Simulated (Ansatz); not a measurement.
Isolated molecules relaxed with PBE0-D4/def2-TZVP in Ansatz; ΔE leaves out vibrations. CCSD(T)/CBS adds triple-zeta CCSD(T) − MP2 to the extrapolated MP2 energy (def2 sets, frozen cores). This one scheme is used for every species. DFT in def2-TZVPP. B3LYP here is the variant with VWN-RPA as its local correlation; programs differ in this. Each species was taken in one conformer, which may not be the lowest.

Consider the hydrogenolysis of a C–C bond: `CCCC(C)=O` + H₂ → acetone + ethane.

(1) Is it downhill or uphill in electronic energy at CCSD(T)/CBS, and by how much? (Best estimate.)

(2) What do these levels give: PBE-D4, PBE0-D4, B3LYP-D4, ωB97X-V, PBE, HF/def2-TZVPP, CCSD/def2-TZVPP, CCSD(T)/def2-TZVPP, HF/def2-QZVPP, HF/CBS(def2), MP2/CBS(def2), CCSD/CBS(def2)? (An estimate is asked.)

Largest T1 diagnostic among the species: 0.013.

Answers

(1) Ansatz gave: Downhill: ΔE = -60.5 kJ/mol.

(2) The calculation gave: PBE-D4 -62.7, PBE0-D4 -65.0, B3LYP-D4 -66.8, ωB97X-V -63.3, PBE -72.4, HF/def2-TZVPP -89.9, CCSD/def2-TZVPP -66.5, CCSD(T)/def2-TZVPP -61.2, HF/def2-QZVPP -89.9, HF/CBS(def2) -90.0, MP2/CBS(def2) -55.8, CCSD/CBS(def2) -65.8 kJ/mol.

In def2-TZVPP, CCSD(T) changes the Hartree–Fock value by +28.7 kJ/mol (the triples alone add +5.3 kJ/mol) and MP2 by +33.3 kJ/mol. The D4 term adds +14.9 kJ/mol with B3LYP and +8.6 kJ/mol with PBE0; it sums over pairs of atoms, weighted by their polarisabilities, and B3LYP, whose exchange is more repulsive, gets the larger term.
